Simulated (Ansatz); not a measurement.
LiCl: energy along a strain

LiCl, Fm-3m, a = 5.130 Å (as given, not relaxed at this level: -3.2 GPa). Ansatz: LDA, PAW, 420 eV, Γ-centred 8×8×8 mesh on 2 atoms, Gaussian smearing 0.05 eV; no spin polarisation. Cell vectors (Å): 0.000 2.565 2.565; 2.565 0.000 2.565; 2.565 2.565 0.000. The cell is strained by x per cent times the pattern (0 0 0 0 1 0) in the order xx yy zz yz xz xy (engineering shears), with fractional coordinates held. y is the free energy over the start, V0 = 16.871 Å³/atom. Symmetry makes y even in x.

```
x (%) y (meV/atom)
-4.00             ?
-2.00          0.47
 0.00          0.00
 0.50          0.03
 1.00          0.12
 1.50          0.26
 2.50          0.73
 3.00          1.05
 3.50          1.43
```

Problem. Fit y = c2 x² + c4 x⁴ to the other rows, get the stiffness along the pattern, and predict the missing energy.

Solution. Least squares on the rows shown. y = 0.1170 x² − 2.628×10⁻⁵ x⁴. The clamped-ion stiffness p·C·p = 2 × 1.170 eV × 160.2 / 16.871 Å³ = 22 GPa, which is C55 in these axes (C44 of the cubic crystal) (second derivative at the start, which stands under stress). At x = -4.00 the fit asked for gives 1.87 meV/atom. The run gave 1.87 meV/atom, the same to the digits shown.